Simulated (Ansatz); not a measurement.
# Mo: strain and displacement

```yaml
crystal:
  lattice:
    - [2.60488, 0.00000, 0.00000]
    - [0.00000, 2.60488, 0.00000]
    - [0.00000, 0.00000, 2.60488]
  atoms:
    - { symbol: Mo, position: [0.00000, 0.00000, 0.00000] }
```

The structure comes from a relaxation in the same program, started in the sc type, and has space group Pm-3m. Whether it is a known phase or the ground state wasn't checked.

Method: DFT, PBE, all-electron PAW with datasets made for the crystal, scalar-relativistic in Ansatz 0.2.0.

The runs use a Γ-centred 12×12×12 k mesh, Fermi–Dirac smearing of 0.03 eV, cutoff 280 eV (chosen by the program for this cell), no spin polarisation.

The unchanged cell is at -0.03 GPa, so energy changes include a term −P ΔV where the volume moves.

In a metal, stresses and small energies carry noise from the k mesh.

x, y and z are the Cartesian axes of the cell as listed; fractional coordinates follow a strain, and an engineering shear is twice the off-diagonal strain component.

(1) With this change (x and y strained by +1 %, z held), what becomes of the energy and stress?

(2) With this change (xy engineering shear strain of +3 %), what becomes of the energy and stress?

Results:

(1) Energy change +6 meV/atom; stress change (xx, yy, zz, yz, xz, xy) -5.11, -5.11, -0.79, 0.00, 0.00, 0.00 GPa, compression positive.

(2) Energy change -6 meV/atom; stress change (xx, yy, zz, yz, xz, xy) -0.17, -0.17, 0.04, 0.00, 0.00, 3.42 GPa, compression positive.
